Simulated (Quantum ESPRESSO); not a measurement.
Runs of Quantum ESPRESSO 7.5 on GaAs. It takes space group F-43m (No. 216, cubic). Conventional cell: a = 5.654 Å, b = 5.654 Å, c = 5.654 Å, α = 90.00°, β = 90.00°, γ = 90.00°. As (site symmetry -43m) has 4 Ga at 2.45 Å as nearest neighbours. Ga (site symmetry -43m) is surrounded by 4 As at 2.45 Å. 

```csv
level,potentials or basis,cell,k mesh,cutoff (eV),smearing,form of the LDA,mesh quality,gap on the mesh (eV)
PBEsol,PseudoDojo 0.4.1 SR PBEsol standard,volume scaled by 1.04,4 × 4 × 4,1143,fixed,-,coarse,0.15
PBEsol,PseudoDojo 0.4.1 SR PBEsol standard,volume scaled by 0.96,4 × 4 × 4,1143,fixed,-,coarse,0.75
PBEsol,PseudoDojo 0.4.1 SR PBEsol standard,volume scaled by 0.92,4 × 4 × 4,1143,fixed,-,coarse,(b)
LDA,PseudoDojo 0.4.1 SR LDA standard,as given,6 × 6 × 6,1088,fixed,PW92,not flagged,0.28
PBEsol,PseudoDojo 0.4.1 SR PBEsol standard,volume scaled by 1.08,4 × 4 × 4,1143,fermi-dirac 0.05 eV,-,coarse,none
LDA,PseudoDojo 0.4.1 SR LDA stringent,as given,4 × 4 × 4,1442,fixed,PW92,coarse,0.28
PBEsol,PseudoDojo 0.4.1 SR PBEsol standard,as given,4 × 4 × 4,1143,fixed,-,coarse,0.44
PBEsol,PseudoDojo 0.4.1 SR PBEsol standard,volume scaled by 0.88,4 × 4 × 4,1143,fixed,-,coarse,(a)
```

Alike in all rows: task single point; no spin polarisation.

**Question.** Fill in the values left out.

**Answer.** (a) 1.09; (b) 1.08.

Caveats: some runs use coarse meshes.

A k mesh can miss the band edges, and the runs leave out spin-orbit coupling on As, Ga.

A gap of «none» marks a metal or a gap under the smearing width.

The runs don't all hold the same shells in valence.
